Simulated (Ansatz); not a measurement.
TaN:

```
Ta N
1.0
     2.93800    0.00000    0.00000
    -1.46900    2.54438    0.00000
     0.00000    0.00000    2.88300
Ta N
1 1
Direct
  0.33333 0.66667 0.50000
  0.00000 0.00000 0.00000
```

- Program: Ansatz 0.2.0
- Task: relaxation of cell and atoms
- Functional: B3LYP
- Potentials or basis: Ansatz PAW
- Cutoff: 420 eV (not typed: the program's choice for these potentials)
- k mesh: 5 × 5 × 5
- Occupations: fermi-dirac, width 0.05 eV
- Spin: no spin polarisation

At the start: volume 10.78 Å³/atom.

Question: How do energy, volume and symmetry change on relaxing?

Answer: It ends after 7 steps and the volume is 10.99 Å³/atom (+2.0 %); space group P-6m2 (No. 187, to 0.05 Å).

Step by step:
| step | energy change (eV) | largest force (eV/Å) | volume (Å³) |
| --- | --- | --- | --- |
| 1 | 0.0000 | 0.0000 | 21.55 |
| 2 | -0.0007 | 0.0000 | 22.28 |
| 3 | -0.0080 | 0.0000 | 22.01 |
| 4 | -0.0083 | 0.0000 | 21.98 |
| 5 | -0.0096 | 0.0000 | 21.98 |
| 6 | -0.0096 | 0.0000 | 21.99 |
| 7 | -0.0096 | 0.0000 | 21.99 |

Final structure:
```
CELL_PARAMETERS angstrom
2.95853 0.00000 0.00000
-1.47927 2.56217 0.00000
0.00000 0.00000 2.90074
ATOMIC_POSITIONS crystal
Ta 0.33333 0.66667 0.50000
N 0.00000 0.00000 0.00000
```

Caveat: the k mesh is coarse (spacing up to 0.49 Å⁻¹), so the values aren't converged, least of all with exact exchange; the plane-wave basis is chosen anew once the cell has moved, so the energies of steps on either side of that aren't comparable; the pressure holds a Pulay correction of +0.5 GPa for the finite cutoff; the PAW data sets come from PBE, with cores solved anew for the run's functional, which leaves a small shift of forces and pressure.
